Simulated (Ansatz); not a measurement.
# Ansatz run on NbC

System: NbC (rock salt type), 2 atoms in the cell.

Ansatz input (lattice in Å, positions in fractions of it)
```yaml
crystal:
  lattice:
    - [0, 2.245, 2.245]
    - [2.245, 0, 2.245]
    - [2.245, 2.245, 0]
  atoms:
    - { symbol: Nb, position: [0, 0, 0] }
    - { symbol: C, position: [0.5, 0.5, 0.5] }
kpoints:
  mp_grid: { grid: [8, 8, 8] }
hamiltonian:
  xc: pbe
  pseudopotentials: { kind: paw, source: ansatz }
scf:
  occupations: { method: fermi_dirac, width: 0.1 }
  convergence: { dr2_threshold: "1e-10 eV" }
  max_iter: 300
  n_bands: 25
output:
  forces: true
  stress: true
  eigenvalues: true
```

Method: PBE, plane waves, PAW datasets (earlier set, tuned by hand) (Ansatz 0.2.0 development build).

Output, in brief

| Item | Value |
| --- | --- |
| Plane-wave cutoff used | 820 eV |
| Pressure | -8.8 kbar |
| Smearing term TS | 12.6 meV/atom |
| Gap on the mesh | none (metallic) |
| Valence electrons | 17 |
| Irreducible k-points | 29 |
| CPU time | about 3 core-seconds on a shared host |

Stress tensor in GPa, compression positive:
```
-0.88  0.00  0.00
 0.00 -0.88  0.00
 0.00  0.00 -0.88
```

The stress includes the program's correction for the finite plane-wave basis.

The k-mesh is modest, so these values aren't fully converged in k.
